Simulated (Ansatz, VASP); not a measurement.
## Hf: VASP beside Ansatz

```xyz
2
Lattice="0.0000 3.1937 3.1937 3.1937 0.0000 3.1937 3.1937 3.1937 0.0000" Properties=species:S:1:pos:R:3 pbc="T T T"
Hf    0.7984    0.7984    0.7984
Hf    5.5890    5.5890    5.5890
```

Alike in both runs: task single point; functional LDA; k mesh 10 × 10 × 10; occupations fermi-dirac, width 0.1 eV; no spin polarisation.

|  | VASP | Ansatz |
| --- | --- | --- |
| version | VASP 6.6.1 | Ansatz 0.2.0 |
| potentials or method | VASP PAW LDA potentials, release 64 (Hf_pv) | plane waves (420 eV) with PAW, scalar-relativistic |
| plane-wave cutoff (eV) | 520 | 420 |
| valence electrons in the cell | 20 | 52 |

Ansatz gave:

```
pressure (GPa) : -2.1
```

Problem. What did VASP give for the same quantities?

Solution. Pressure (GPa): -2.4.

The two sets of potentials don't hold the same shells in valence. Ansatz warned: «pseudo_functional_mismatch».

The runs have no spin-orbit coupling, so splittings on Hf are missing.
